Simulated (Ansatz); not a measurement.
Runs of Ansatz 0.2.0 on C. Symmetry: C2/m, No. 12, monoclinic system. Conventional cell: a = 4.255 Å, b = 2.457 Å, c = 3.765 Å, α = 90.00°, β = 111.49°, γ = 90.00°. C (site symmetry m) has 3 C at 1.42 Å as nearest neighbours. This is a stacking variant of graphite.

| task | level | k mesh | points for each segment of the path | mesh quality | pressure (GPa) | V0 of scaled cells (Å³/atom) | B0 (GPa) | largest force (eV/Å) |
| --- | --- | --- | --- | --- | --- | --- | --- | --- |
| band structure | PBE0 | 8 × 8 × 6 | 4 | not flagged | -2.0 | - | - | 0.01 |
| equation of state | HSE06 | 8 × 8 × 4 | - | coarse | - | 9.09 | 283 | - |
| equation of state | PBE0 | 8 × 8 × 4 | - | coarse | - | 9.09 | 283 | - |
| band structure | HSE06 | 8 × 8 × 6 | 4 | not flagged | (a) | - | - | 0.01 |

Alike in all rows: potentials or basis Ansatz PAW; no spin polarisation; cell as given; cutoff (eV) 420; smearing fermi-dirac 0.05 eV.

Question: Fill in the values left out.

Answer: (a) -1.9.

Caveats: some runs use coarse meshes; this functional lacks dispersion, which binds the layers, so the pressure and a relaxed spacing across them are unreliable; the PAW data sets come from PBE, with cores solved anew for the run's functional, which leaves a small shift of forces and pressure (some runs); the thresholds are loose for stress (some runs); the cell was scaled at fixed shape and fractional positions, which overstates the stiffness of a crystal with free parameters, most of all of layers and chains (some runs); the PAW data sets were made with another functional, which shifts forces and pressure a little (some runs).
